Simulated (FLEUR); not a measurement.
# WC (Qusongite) (P-6m2) in FLEUR: further runs

One crystal, WC (Qusongite), is run at these levels: r2SCAN; tasks: band structure, equation of state.

All numbers are computed with FLEUR MaX-R8.1 (later development tree); they aren't measurements. Logs are shortened: lines on timing, memory, paths and dates and some standing lists are left out, and cuts for length are marked.

## Step 1: The crystal as given

Symmetry: P-6m2, No. 187, hexagonal system. The conventional cell has a = 2.907 Å, b = 2.907 Å, c = 2.837 Å, α = 90.00°, β = 90.00°, γ = 120.00°. Around W (site symmetry -6m2) lie 6 C at 2.20 Å. C (site symmetry -6m2) has 6 W at 2.20 Å as nearest neighbours.

## Step 2: Band structure, r2SCAN

Contents of inp.xml:

```xml
<?xml version="1.0" encoding="UTF-8" standalone="no"?>
<fleurInput fleurInputVersion="0.39">
   <comment>
      WC                                                                                                  
   </comment>
   <calculationSetup>
      <cutoffs Kmax="4.9" Gmax="15.2" GmaxXC="15.2" numbands="0"/>
      <scfLoop itmax="80" minDistance="0.0001" maxIterBroyd="30" imix="Anderson" alpha="0.05" precondParam="0.0" spinf="2.0" sdNocoIR="T"/>
      <coreElectrons ctail="F" frcor="F" kcrel="0" coretail_lmax="0"/>
      <xcFunctional name="LibXC" relativisticCorrections="F">
         <LibXCName exchange="mgga_x_r2scan" correlation="mgga_c_r2scan"/>
         <AuxGGA exchange="117" correlation="130"/>
      </xcFunctional>
      <magnetism jspins="1"/>
      <soc l_soc="F" theta="0.0" phi="0.0" spav="F"/>
      <expertModes spex="0" secvar="F"/>
      <geometryOptimization l_f="F" forcealpha="1.0" forcemix="BFGS" epsdisp="0.00001" epsforce="0.00001"/>
      <ldaU l_linMix="F" mixParam="0.05" spinf="1.0"/>
   </calculationSetup>
   <cell>
      <bzIntegration valenceElectrons="32.0" mode="hist" fermiSmearingEnergy="0.00183747">
         <kPointListSelection listName="default-1"/>
         <!-- k-points included here -->
         <xi:include xmlns:xi="http://www.w3.org/2001/XInclude" href="kpts.xml"> </xi:include>
[... 33 lines left out ...]
            <stateOccupation state="(2p1/2)" spinUp="0.333333" spinDown="0.333333"/>
            <stateOccupation state="(2p3/2)" spinUp="0.666667" spinDown="0.666667"/>
         </electronConfig>
         <energyParameters s="2" p="2" d="3" f="4"/>
         <lo type="SCLO" l="0" n="2" eDeriv="2"/>
         <lo type="SCLO" l="1" n="2" eDeriv="2"/>
         <lo type="SCLO" l="2" n="3" eDeriv="2"/>
      </species>
   </atomSpecies>
   <atomGroups>
      <atomGroup species="Tungsten (W)">
         <relPos label="                   1">.0000000000 .0000000000 .0000000000</relPos>
         <force calculate="T" relaxXYZ="TTT"/>
      </atomGroup>
      <atomGroup species="Carbon (C)">
         <relPos label="                   2">-1.000/3.000 1.000/3.000 1.000/2.000</relPos>
         <force calculate="T" relaxXYZ="TTT"/>
      </atomGroup>
   </atomGroups>
   <output dos="F" band="F" slice="F">
      <checks vchk="F" cdinf="F"/>
      <bandDOS minEnergy="-.5*Htr" maxEnergy="0.5*Htr" sigma="0.015" storeEVData="T"/>
      <vacuumDOS vacdos="F" integ="F" star="F" nstars="0" locx1="0.0" locy1="0.0" locx2="0.0" locy2="0.0" nstm="0" tworkf="0.0"/>
      <unfoldingBand unfoldBand="F" supercellX="1" supercellY="1" supercellZ="1"/>
      <plotting iplot="0" polar="F">
         <plot TwoD="T" vec1="  1.0  0.0  0.0" vec2="  0.0  1.0  0.0" vec3="  0.0  0.0  1.0" zero="  0.0  0.0  0.0" file="plot"/>
      </plotting>
      <chargeDensitySlicing numkpt="0" minEigenval="0.0" maxEigenval="0.0" nnne="0" pallst="F"/>
      <specialOutput eonly="F"/>
      <moessbauerParams electricFieldGradient="T" isomerShift="T" coreHyperfine="T" valenceHyperfine="T"/>
      <magneticCircularDichroism mcd="F" energyLo="-10.0" energyUp="0.0"/>
   </output>
  <!-- We include the file relax.xml here to enable relaxations (see documentation) -->
  <xi:include xmlns:xi="http://www.w3.org/2001/XInclude" href="relax.xml"> <xi:fallback/> </xi:include>
</fleurInput>
```

Contents of crystal.txt:

```
WC
&input cartesian=F /
2.9065000000  0.0000000000  0.0000000000
-1.4532500000  2.5171028361  0.0000000000
0.0000000000  0.0000000000  2.8366000000
1.8897261246
1.0 1.0 1.0

2
74 0.0000000000  0.0000000000  0.0000000000
6 0.6666666667  0.3333333333  0.5000000000

&kpt div1=10 div2=10 div3=9 gamma=T /
```

Contents of inp.xml (bands):

```
<?xml version="1.0" encoding="UTF-8" standalone="no"?>
<fleurInput fleurInputVersion="0.39">
   <comment>
      WC                                                                                                  
   </comment>
   <calculationSetup>
      <cutoffs Kmax="4.9" Gmax="15.2" GmaxXC="15.2" numbands="0"/>
      <scfLoop itmax="80" minDistance="0.0001" maxIterBroyd="30" imix="Anderson" alpha="0.05" precondParam="0.0" spinf="2.0" sdNocoIR="T"/>
      <coreElectrons ctail="F" frcor="F" kcrel="0" coretail_lmax="0"/>
      <xcFunctional name="LibXC" relativisticCorrections="F">
         <LibXCName exchange="mgga_x_r2scan" correlation="mgga_c_r2scan"/>
         <AuxGGA exchange="117" correlation="130"/>
      </xcFunctional>
      <magnetism jspins="1"/>
      <soc l_soc="F" theta="0.0" phi="0.0" spav="F"/>
      <expertModes spex="0" secvar="F"/>
      <geometryOptimization l_f="F" forcealpha="1.0" forcemix="BFGS" epsdisp="0.00001" epsforce="0.00001"/>
      <ldaU l_linMix="F" mixParam="0.05" spinf="1.0"/>
   </calculationSetup>
   <cell>
      <bzIntegration valenceElectrons="32.0" mode="hist" fermiSmearingEnergy="0.00183747">
         <kPointListSelection listName="path-1"/>
         <!-- k-points included here -->
         <xi:include xmlns:xi="http://www.w3.org/2001/XInclude" href="kpts.xml"> </xi:include>
      </bzIntegration>
      <!-- symmetry operations included here -->
[... 32 lines left out ...]
            <stateOccupation state="(2p3/2)" spinUp="0.666667" spinDown="0.666667"/>
         </electronConfig>
         <energyParameters s="2" p="2" d="3" f="4"/>
         <lo type="SCLO" l="0" n="2" eDeriv="2"/>
         <lo type="SCLO" l="1" n="2" eDeriv="2"/>
         <lo type="SCLO" l="2" n="3" eDeriv="2"/>
      </species>
   </atomSpecies>
   <atomGroups>
      <atomGroup species="Tungsten (W)">
         <relPos label="                   1">.0000000000 .0000000000 .0000000000</relPos>
         <force calculate="T" relaxXYZ="TTT"/>
      </atomGroup>
      <atomGroup species="Carbon (C)">
         <relPos label="                   2">-1.000/3.000 1.000/3.000 1.000/2.000</relPos>
         <force calculate="T" relaxXYZ="TTT"/>
      </atomGroup>
   </atomGroups>
   <output dos="F" band="T" slice="F">
      <checks vchk="F" cdinf="F"/>
      <bandDOS minEnergy="-.5*Htr" maxEnergy="0.5*Htr" sigma="0.015" storeEVData="T"/>
      <vacuumDOS vacdos="F" integ="F" star="F" nstars="0" locx1="0.0" locy1="0.0" locx2="0.0" locy2="0.0" nstm="0" tworkf="0.0"/>
      <unfoldingBand unfoldBand="F" supercellX="1" supercellY="1" supercellZ="1"/>
      <plotting iplot="0" polar="F">
         <plot TwoD="T" vec1="  1.0  0.0  0.0" vec2="  0.0  1.0  0.0" vec3="  0.0  0.0  1.0" zero="  0.0  0.0  0.0" file="plot"/>
      </plotting>
      <chargeDensitySlicing numkpt="0" minEigenval="0.0" maxEigenval="0.0" nnne="0" pallst="F"/>
      <specialOutput eonly="F"/>
      <moessbauerParams electricFieldGradient="T" isomerShift="T" coreHyperfine="T" valenceHyperfine="T"/>
      <magneticCircularDichroism mcd="F" energyLo="-10.0" energyUp="0.0"/>
   </output>
  <!-- We include the file relax.xml here to enable relaxations (see documentation) -->
  <xi:include xmlns:xi="http://www.w3.org/2001/XInclude" href="relax.xml"> <xi:fallback/> </xi:include>
</fleurInput>
```

Potentials or basis: all-electron, FLAPW.

The run is started by

```bash
$ inpgen -f crystal.txt -profile fastHighL
$ # inp.xml edited to the form shown
$ fleur_MPI
$ fleur_MPI   # second run, on inp.xml (bands)
```

The program printed:

```text
Welcome to FLEUR        (www.flapw.de)
      MaX-Release 8.1          (www.max-centre.eu)
 func_ids         498         497         498         497
 MetaGGA potential functional detected - V_tau will be computed
 Auxiliary Potential for radial basis: exchange=         117  correlation=         130
The functional 'Re-regularized SCAN exchange by Furness et al' is an exchange functional, it belongs to the 'MGGA' family and is defined in the reference(s):
[1] J. W. Furness, A. D. Kaplan, J. Ning, J. P. Perdew, and J. Sun.,  J. Phys. Chem. Lett. 11, 8208-8215 (2020)
[2] J. W. Furness, A. D. Kaplan, J. Ning, J. P. Perdew, and J. Sun.,  J. Phys. Chem. Lett. 11, 9248-9248 (2020)
The functional 'Re-regularized SCAN correlation by Furness et al' is a correlation functional, it belongs to the 'MGGA' family and is defined in the reference(s):
[1] J. W. Furness, A. D. Kaplan, J. Ning, J. P. Perdew, and J. Sun.,  J. Phys. Chem. Lett. 11, 8208-8215 (2020)
[2] J. W. Furness, A. D. Kaplan, J. Ning, J. P. Perdew, and J. Sun.,  J. Phys. Chem. Lett. 11, 9248-9248 (2020)
 Using same functional for VXC and EXC

 ========== k-point set info ==========
 Selected k-point list: default-1
 k-point list type: mesh
 10 x 10 x 9
 Number of k points: 70

 ------------Calculation Setup---------------------------
 Number of MPI-tasks      :            1
 Number of PE/node        :            1
 Number of OMP-threads    :            1
 Most efficient MPI parallelization for:
           1           2           5           7          10          14          35          70
 Additional eigenvalue parallelization possible
 Number of basis functions:          346
 Approximate size of matrices (H+S) per k-point:         0.004 GB
 --------------------------------------------------------
The functional 'Hammer, Hansen, and Norskov' is an exchange functional, it belongs to the 'GGA' family and is defined in the reference(s):
[1] B. Hammer, L. B. Hansen, and J. K. Nørskov.,  Phys. Rev. B 59, 7413 (1999)
The functional 'Perdew, Burke & Ernzerhof' is a correlation functional, it belongs to the 'GGA' family and is defined in the reference(s):
[1] J. P. Perdew, K. Burke, and M. Ernzerhof.,  Phys. Rev. Lett. 77, 3865 (1996)
[2] J. P. Perdew, K. Burke, and M. Ernzerhof.,  Phys. Rev. Lett. 78, 1396 (1997)
 Using same functional for VXC and EXC
 Using auxiliary GGA potential for the first iteration of MetaGGA calculation.
Nuclear radius smaller than smallest radial mesh point for atom type 2 -- skipping its core isomer shift
Nuclear radius smaller than smallest radial mesh point for atom type 2 -- skipping its isomer shift
 Reset of history
 Reset of history
 Iteration:     1   Distance:      56.66815493 me/bohr^3
The functional 'Hammer, Hansen, and Norskov' is an exchange functional, it belongs to the 'GGA' family and is defined in the reference(s):
[1] B. Hammer, L. B. Hansen, and J. K. Nørskov.,  Phys. Rev. B 59, 7413 (1999)
The functional 'Perdew, Burke & Ernzerhof' is a correlation functional, it belongs to the 'GGA' family and is defined in the reference(s):
[1] J. P. Perdew, K. Burke, and M. Ernzerhof.,  Phys. Rev. Lett. 77, 3865 (1996)
[2] J. P. Perdew, K. Burke, and M. Ernzerhof.,  Phys. Rev. Lett. 78, 1396 (1997)
 Using same functional for VXC and EXC
Nuclear radius smaller than smallest radial mesh point for atom type 2 -- skipping its core isomer shift
Nuclear radius smaller than smallest radial mesh point for atom type 2 -- skipping its isomer shift
 Iteration:     2   Distance:      52.27561717 me/bohr^3
The functional 'Hammer, Hansen, and Norskov' is an exchange functional, it belongs to the 'GGA' family and is defined in the reference(s):
[1] B. Hammer, L. B. Hansen, and J. K. Nørskov.,  Phys. Rev. B 59, 7413 (1999)
The functional 'Perdew, Burke & Ernzerhof' is a correlation functional, it belongs to the 'GGA' family and is defined in the reference(s):
[1] J. P. Perdew, K. Burke, and M. Ernzerhof.,  Phys. Rev. Lett. 77, 3865 (1996)
[2] J. P. Perdew, K. Burke, and M. Ernzerhof.,  Phys. Rev. Lett. 78, 1396 (1997)
 Using same functional for VXC and EXC
Nuclear radius smaller than smallest radial mesh point for atom type 2 -- skipping its core isomer shift
Nuclear radius smaller than smallest radial mesh point for atom type 2 -- skipping its isomer shift
 Iteration:     3   Distance:      49.06879460 me/bohr^3
The functional 'Hammer, Hansen, and Norskov' is an exchange functional, it belongs to the 'GGA' family and is defined in the reference(s):
[1] B. Hammer, L. B. Hansen, and J. K. Nørskov.,  Phys. Rev. B 59, 7413 (1999)
The functional 'Perdew, Burke & Ernzerhof' is a correlation functional, it belongs to the 'GGA' family and is defined in the reference(s):
[1] J. P. Perdew, K. Burke, and M. Ernzerhof.,  Phys. Rev. Lett. 77, 3865 (1996)
[2] J. P. Perdew, K. Burke, and M. Ernzerhof.,  Phys. Rev. Lett. 78, 1396 (1997)
 Using same functional for VXC and EXC
Nuclear radius smaller than smallest radial mesh point for atom type 2 -- skipping its core isomer shift
Nuclear radius smaller than smallest radial mesh point for atom type 2 -- skipping its isomer shift
 Iteration:     4   Distance:      25.25454471 me/bohr^3
The functional 'Hammer, Hansen, and Norskov' is an exchange functional, it belongs to the 'GGA' family and is defined in the reference(s):
[1] B. Hammer, L. B. Hansen, and J. K. Nørskov.,  Phys. Rev. B 59, 7413 (1999)
[... 83 lines left out ...]
[2] J. P. Perdew, K. Burke, and M. Ernzerhof.,  Phys. Rev. Lett. 78, 1396 (1997)
 Using same functional for VXC and EXC
Nuclear radius smaller than smallest radial mesh point for atom type 2 -- skipping its core isomer shift
Nuclear radius smaller than smallest radial mesh point for atom type 2 -- skipping its isomer shift
 Iteration:    14   Distance:       0.00022290 me/bohr^3
The functional 'Hammer, Hansen, and Norskov' is an exchange functional, it belongs to the 'GGA' family and is defined in the reference(s):
[1] B. Hammer, L. B. Hansen, and J. K. Nørskov.,  Phys. Rev. B 59, 7413 (1999)
The functional 'Perdew, Burke & Ernzerhof' is a correlation functional, it belongs to the 'GGA' family and is defined in the reference(s):
[1] J. P. Perdew, K. Burke, and M. Ernzerhof.,  Phys. Rev. Lett. 77, 3865 (1996)
[2] J. P. Perdew, K. Burke, and M. Ernzerhof.,  Phys. Rev. Lett. 78, 1396 (1997)
 Using same functional for VXC and EXC
Nuclear radius smaller than smallest radial mesh point for atom type 2 -- skipping its core isomer shift
Nuclear radius smaller than smallest radial mesh point for atom type 2 -- skipping its isomer shift
 Iteration:    15   Distance:       0.00018963 me/bohr^3
The functional 'Hammer, Hansen, and Norskov' is an exchange functional, it belongs to the 'GGA' family and is defined in the reference(s):
[1] B. Hammer, L. B. Hansen, and J. K. Nørskov.,  Phys. Rev. B 59, 7413 (1999)
The functional 'Perdew, Burke & Ernzerhof' is a correlation functional, it belongs to the 'GGA' family and is defined in the reference(s):
[1] J. P. Perdew, K. Burke, and M. Ernzerhof.,  Phys. Rev. Lett. 77, 3865 (1996)
[2] J. P. Perdew, K. Burke, and M. Ernzerhof.,  Phys. Rev. Lett. 78, 1396 (1997)
 Using same functional for VXC and EXC
Nuclear radius smaller than smallest radial mesh point for atom type 2 -- skipping its core isomer shift
Nuclear radius smaller than smallest radial mesh point for atom type 2 -- skipping its isomer shift
 Iteration:    16   Distance:       0.00003475 me/bohr^3

 ********************************************************************
 Run finished successfully
 Stop message:
   all done
 ********************************************************************
```

Wall time 91 s (1 thread of Intel Xeon at 2.70GHz, shared host); peak memory 0.1 GiB.

What came out:

* Free energy: -440904.5471 eV
* Band gap along the path: none (metal or under the smearing width)
* Valence electrons inside the program's atomic spheres: W 25.72; C 2.35 (radii W 2.38, C 1.47 bohr)

Levels at the corners of the path, in eV from the Fermi level:
```tsv
point	band 14	band 15	band 16	band 17	band 18	band 19
Γ	-3.51	-3.51	0.06	3.39	3.39	5.92
M	-3.79	-3.72	-0.53	2.47	4.72	5.08
K	-4.73	-3.63	0.71	0.97	2.15	3.39
Γ	-3.51	-3.51	0.06	3.39	3.39	5.92
A	-2.12	-2.12	-0.60	-0.60	3.77	4.82
L	-4.51	-4.39	0.21	4.59	5.46	6.96
H	-5.66	-1.76	-0.75	4.55	6.65	7.91
A	-2.12	-2.12	-0.60	-0.60	3.77	4.82
L	-4.51	-4.39	0.21	4.59	5.46	6.96
M	-3.79	-3.72	-0.53	2.47	4.72	5.08
K	-4.73	-3.63	0.71	0.97	2.15	3.39
H	-5.66	-1.76	-0.75	4.55	6.65	7.91
```

Core levels (eV from the Fermi level):
| atom | levels |
| --- | --- |
| 1 W | 1s1/2 -69397.7, 2s1/2 -11965.4, 2p1/2 -11439.8, 2p3/2 -10087.0, 3s1/2 -2751.6, 3p1/2 -2518.0, 3p3/2 -2225.4, 4s1/2 -563.5, 3d3/2 -1833.1, 3d5/2 -1769.5, 4p1/2 -466.7, 4p3/2 -398.9, 4d3/2 -240.2, 4d5/2 -227.7 |
| 2 C | 1s1/2 -265.5 |

Caveat: the meta-GGA is that of a development version, with a GGA for the radial functions and cores and without core tails; spin-orbit coupling is left out, which moves the levels of the heavy elements.

(Continued in part 2 of 2.)
